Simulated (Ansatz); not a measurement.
# ScS3: the cost of one run

Program: Ansatz 0.2.0. Level of theory: DFT PBE, scalar-relativistic, plane waves, PAW. These are calculated values, not measurements.

**1. The structure to begin with**

Symmetry: Pm-3n, No. 223, cubic system. The conventional cell has a = 5.549 Å, b = 5.549 Å, c = 5.549 Å, α = 90.00°, β = 90.00°, γ = 90.00°. Sc (site symmetry m-3) is surrounded by 12 S at 3.10 Å. Around S (site symmetry -4m2) lie 2 S at 2.77 Å and 4 Sc at 3.10 Å.

Structure file:

```cif
data_structure
_symmetry_space_group_name_H-M 'Pm-3n'
_symmetry_Int_Tables_number 223
_cell_length_a 5.5492
_cell_length_b 5.5492
_cell_length_c 5.5492
_cell_angle_alpha 90.000
_cell_angle_beta 90.000
_cell_angle_gamma 90.000
_cell_volume 170.88
loop_
_atom_site_label
_atom_site_type_symbol
_atom_site_symmetry_multiplicity
_atom_site_Wyckoff_symbol
_atom_site_fract_x
_atom_site_fract_y
_atom_site_fract_z
_atom_site_occupancy
Sc1 Sc 2 a 0.00000 0.00000 0.00000 1
S1 S 6 c 0.00000 0.50000 0.25000 1
```

This is candidate A: A15 type (Pm-3n, No. 223).

(A quick probe on a coarse mesh, which set the mesh and smearing, is not shown.)

**3. A loose first relaxation (candidate A)**

input.yaml

```yaml
crystal:
  lattice:
    - [5.5491892897, 0.0, 0.0]
    - [0.0, 5.5491892897, 0.0]
    - [0.0, 0.0, 5.5491892897]
  atoms:
    - { symbol: Sc, position: [0.0, 0.0, 0.0] }
    - { symbol: Sc, position: [0.5, 0.5, 0.5] }
    - { symbol: S, position: [0.0, 0.5, 0.25] }
    - { symbol: S, position: [0.0, 0.5, 0.75] }
    - { symbol: S, position: [0.25, 0.0, 0.5] }
    - { symbol: S, position: [0.75, 0.0, 0.5] }
    - { symbol: S, position: [0.5, 0.75, 0.0] }
    - { symbol: S, position: [0.5, 0.25, 0.0] }
basis:
  ecutwfc: 420
kpoints:
  mp_grid: { grid: [4, 4, 4] }
hamiltonian:
  xc: pbe
scf:
  occupations: { method: gaussian, width: 0.1 }
  lower_state_search: "off"
output:
  forces: true
  stress: true
  eigenvalues: true
relax:
  adjacent_minimum: "off"
  f_tol: 0.04
  max_steps: 70
  cell: { stress_tol: 0.4 }
```

Command:

```console
$ ansatz run input.yaml --threads 1 --pin off --max-ram 2560MiB --backend cpu --events-out ev --progress --plain --runs-dir out
```

What time and memory should one allow on 1 thread of Arm Neoverse V2, shared host?

About 22 s, with a peak of 0.41 GiB.
